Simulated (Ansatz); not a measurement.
```yaml
crystal:
  periodic: [true, true, true]
  atoms:
    - {symbol: C, position_ang: [-0.699760, 0.546031, 0.734795]}
    - {symbol: C, position_ang: [0.018319, -0.616060, 0.059532]}
    - {symbol: C, position_ang: [0.913323, -0.143107, -1.045887]}
    - {symbol: O, position_ang: [0.888688, -0.545299, -2.175931]}
    - {symbol: H, position_ang: [-1.282979, 0.197728, 1.588380]}
    - {symbol: H, position_ang: [0.010075, 1.292747, 1.100235]}
    - {symbol: H, position_ang: [-1.381830, 1.042841, 0.041613]}
    - {symbol: H, position_ang: [-0.679231, -1.351735, -0.344954]}
    - {symbol: H, position_ang: [0.658482, -1.124136, 0.792524]}
    - {symbol: H, position_ang: [1.637914, 0.649789, -0.747406]}
basis:
  gaussian: {orbitals: "6-31++G**"}
magnetization: {spin_polarized: true, initial_magnetization: 0}
hamiltonian: {xc: {name: PBE}}
output: {forces: true}
```

```sh
$ ansatz run in.yaml --threads 4 --pin off --events-out ev --progress --plain --max-ram 10444MiB
```

It prints (some lines left out):

```
Error: YAML parse error: error: line 2 column 3: crystal: missing field `lattice` (a structure is typed as `lattice` and `atoms`, a molecule's as `atoms` in Å alone, or read from a run's directory, `checkpoint`)
 --> <input>:2:3
  |
1 | crystal:
2 |   periodic: [true, true, true]
  |   ^ crystal: missing field `lattice` (a structure is typed as `lattice` and `atoms`, a molecule's as `atoms` in Å alone, or read from a run's directory, `checkpoint`)
3 |   atoms:
4 |     - {symbol: C, position_ang: [-0.699760, 0.546031, 0.734795]}
  |
```

**Question.** What is wrong with this run?

**Answer.** The molecule is marked periodic without a cell. The program refused the input.
